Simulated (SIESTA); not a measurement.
Crystal: Pt.

```
Pt
1.0
     0.00000    1.96090    1.96090
     1.96090    0.00000    1.96090
     1.96090    1.96090    0.00000
Pt
1
Direct
  0.00000 0.00000 0.00000
```

Base run:

| Quantity | Value |
| --- | --- |
| Program | SIESTA 5.4.2 |
| Functional | PBE |
| Potentials or basis | PseudoDojo 0.4 standard (PBE files) |
| Basis | SZ (energy shift 0.003 Ry) |
| Grid cutoff | 800 Ry |
| Energy shift | 0.003 Ry |
| k mesh | 12 × 12 × 12 |
| Occupations | fermi-dirac, width 0.05 eV |
| Spin | no spin polarisation |

Its results: band gap on the k mesh none (metal or under the smearing width); pressure 34.9 GPa.

Q: The run is repeated on the same cell with these changes: basis from SZ (energy shift 0.003 Ry) to DZ (energy shift 0.003 Ry; two zetas on semicore shells). What comes out?

A: Band gap on the k mesh none (metal or under the smearing width); pressure 8.8 GPa.

Caveats: the basis has no polarisation orbitals; short orbitals over semicore shells can move pressures by several GPa; spin-orbit coupling is left out, which moves the levels of the heavy elements; the basis of atomic orbitals isn't converged, which shifts pressures, moduli and gaps; a pressure of tens of GPa on the cell as given is suspect, and the run, the potentials or the cell itself is likely at fault (some runs).
